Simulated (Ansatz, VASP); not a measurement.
# One calculation of HfN, two programs

```
Hf N
1.0
     3.15844    0.00000    0.00000
    -1.57922    2.73529    0.00000
     0.00000    0.00000    5.11563
Hf N
2 2
Direct
  0.33333 0.66667 0.00000
  0.66667 0.33333 0.50000
  0.33333 0.66667 0.38500
  0.66667 0.33333 0.88500
```

Alike in both runs: task single point; functional PBEsol; k mesh 15 × 15 × 8; occupations gaussian, width 0.1 eV; no spin polarisation.

|  | VASP | Ansatz |
| --- | --- | --- |
| version | VASP 6.6.1 | Ansatz 0.2.0 |
| potentials or method | VASP PAW PBE potentials, release 64 (Hf_pv, N) | scalar-relativistic, plane waves, PAW |
| plane-wave cutoff (eV) | 520 | 420 |
| valence electrons in the cell | 30 | 62 |

```tsv
	VASP	Ansatz	Ansatz less VASP
gap on the k mesh at the Fermi level (eV)	none	none	-
pressure (GPa)	89.9	88.5	-1.37
largest component of the traceless stress (GPa)	15.52	14.82	-0.699
rms of the force components (eV/Å)	0.572	0.569	-0.0024
```

Atom by atom the forces differ by 0.002 eV/Å (rms over components). A gap of «none» marks a metal or a gap that the smearing closes. The two sets of potentials don't hold the same shells in valence.

Caveats: the cell as given lies far from equilibrium; so large a pressure means that the cell lies far from this level's equilibrium, or that cutoff or potentials fall short (VASP); the potentials were made for another functional, which shifts forces and pressure (VASP). The runs have no spin-orbit coupling, so splittings on Hf are missing.
